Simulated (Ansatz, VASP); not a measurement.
**Fe in VASP and in Ansatz**

Contents of INCAR:

```
SYSTEM = Fe
ALGO = Normal
EDIFF = 1E-8
ENCUT = 520
GGA = PE
ISIF = 2
ISMEAR = -1
LASPH = .True.
LCHARG = .False.
LEFG = .True.
LREAL = .False.
LWAVE = .False.
NBANDS = 15
NELM = 80
PREC = Accurate
SIGMA = 0.08
```

File KPOINTS:

```
k-points
0
Gamma
  17 17 10
  0 0 0
```

The input POSCAR:

```
Fe
1.0
    2.4012595311      0.0000000000      0.0000000000
   -1.2006297656      2.0795517550      0.0000000000
    0.0000000000      0.0000000000      3.7900100715
Fe
2
Direct
    0.3333333333      0.6666666667      0.2500000000
    0.6666666667      0.3333333333      0.7500000000
```

Input for Ansatz:

```yaml
crystal:
  lattice:
    - [2.4012595311, 0.0, 0.0]
    - [-1.2006297656, 2.079551755, 0.0]
    - [0.0, 0.0, 3.7900100715]
  atoms:
    - { symbol: Fe, position: [0.3333333333, 0.6666666667, 0.25] }
    - { symbol: Fe, position: [0.6666666667, 0.3333333333, 0.75] }
kpoints:
  mp_grid: { grid: [17, 17, 10] }
scf:
  occupations: { method: fermi_dirac, width: 0.08 }
hamiltonian:
  xc: pbe
  pseudopotentials: { kind: all_electron, datasets: crystal }
output:
  forces: true
  stress: true
  eigenvalues: true
  efg: { contact_densities: true }
```

Change from the starting cell: volume scaled by 0.96, crystal datasets.

Alike in both runs: task electric field gradients; functional PBE; k mesh 17 × 17 × 10; occupations fermi-dirac, width 0.08 eV; no spin polarisation.

|  | VASP | Ansatz |
| --- | --- | --- |
| version | VASP 6.6.1 | Ansatz 0.2.0 |
| potentials or method | VASP PAW PBE potentials, release 64 (Fe) | all-electron PAW with datasets made for the crystal, scalar-relativistic |
| plane-wave cutoff (eV) | 520 | see its input |

```csv
,VASP,Ansatz,Ansatz less VASP
pressure (GPa),25.1,25.9,+0.84
largest component of the traceless stress (GPa),1.20,1.35,+0.148
Vzz of the field gradient on the site that differs most (V/Å²),-8.4,-4.5,+3.93
```

Ansatz ran all-electron here, so the differences hold the error of VASP's frozen core and of both bases. Ansatz warned: «printed_levels_off».

Caveats: so large a pressure means that the cell lies far from this level's equilibrium, or that cutoff or potentials fall short (VASP); the run has no spin polarisation, though such a crystal can be magnetic. Spin polarisation is off, so any magnetic state and its effect on volume and gap are missing.
